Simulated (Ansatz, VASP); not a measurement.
## Be in VASP and in Ansatz

INCAR

```
PREC = Accurate
ENCUT = 520
EDIFF = 1E-7
ISMEAR = -1
SIGMA = 0.03
LREAL = F
LASPH = T
NELM = 100
ALGO = Normal
ISIF = 2
LWAVE = F
LCHARG = F
GGA = PE
NBANDS = 7
```

Contents of KPOINTS:

```
Automatic mesh
0
Gamma
  23 23 23
```

The input POSCAR:

```
Be
1.0
   -1.2277574868      1.2277574868      1.2277574868
    1.2277574868     -1.2277574868      1.2277574868
    1.2277574868      1.2277574868     -1.2277574868
Be
1
Direct
    0.0000000000      0.0000000000      0.0000000000
```

Input for Ansatz:

```yaml
crystal:
  lattice:
    - [-1.2277574868, 1.2277574868, 1.2277574868]
    - [1.2277574868, -1.2277574868, 1.2277574868]
    - [1.2277574868, 1.2277574868, -1.2277574868]
  atoms:
    - { symbol: Be, position: [0.0, 0.0, 0.0] }
kpoints:
  mp_grid: { grid: [23, 23, 23] }
scf:
  occupations: { method: fermi_dirac, width: 0.03 }
hamiltonian:
  xc: pbe
  pseudopotentials: { kind: all_electron, lapw: { basis_error: 0.00025 } }
output:
  forces: true
  stress: true
  eigenvalues: true
```

Change from the starting cell: volume scaled by 0.9405.

Alike in both runs: task single point; functional PBE; k mesh 23 × 23 × 23; occupations fermi-dirac, width 0.03 eV; no spin polarisation.

```csv
,VASP,Ansatz
version,VASP 6.6.1,Ansatz 0.2.0
potentials or method,"VASP PAW PBE potentials, release 64 (Be)","all-electron LAPW, scalar-relativistic"
plane-wave cutoff (eV),520,see its input
```

```csv
,VASP,Ansatz,Ansatz less VASP
pressure (GPa),7.6,7.3,-0.24
```

Ansatz ran all-electron here, so the differences hold the error of VASP's frozen core and of both bases.
